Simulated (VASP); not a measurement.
Here is a VASP 6.6.1 calculation.

File INCAR:

```
SYSTEM = InP
ALGO = Normal
EDIFF = 1E-7
ENCUT = 520
GGA = PS
ISIF = 2
ISMEAR = -1
LASPH = .TRUE.
LCHARG = .FALSE.
LREAL = .FALSE.
LWAVE = .FALSE.
NBANDS = 16
NELM = 60
PREC = Accurate
SIGMA = 0.03
```

File KPOINTS:

```
k-points
0
G
  11 11 11
  0 0 0
```

The input POSCAR:

```
InP
1.0
    0.0000000000      2.9305000000      2.9305000000
    2.9305000000      0.0000000000      2.9305000000
    2.9305000000      2.9305000000      0.0000000000
In P
1 1
Direct
    0.0000000000      0.0000000000      0.0000000000
    0.7500000000      0.7500000000      0.7500000000
```

Potentials or basis: VASP PAW PBE potentials, release 64 (In_d, P).

Launch:

```sh
$ cat potpaw_PBE.64/In_d/POTCAR potpaw_PBE.64/P/POTCAR > POTCAR
$ mpirun -np 1 vasp_std > vasp.out
```

**Question.** Estimate the band gap on the k mesh.

**Answer.** 0.62 eV, direct.

**Question.** What does it give for the pressure?

**Answer.** 0.6 GPa.

Caveat: the PAW data sets were made with another functional, which shifts forces and pressure a little; spin-orbit coupling is left out, which moves the levels of the heavy elements.

**Experimental background.**

A printed reference work, data compilation reports, for a bulk crystal of InP at 1.6 K: band gap 1.4236 eV (direct).

Measured gap of InP: 1.4236 eV (direct; 1.6 K; a printed reference work, data compilation). This calculation gives 0.62 eV (-0.81 eV). Spin-orbit coupling on In is left out. The value is that of PBEsol, without temperature or zero-point motion. Semilocal functionals fall short of measured gaps as a rule.
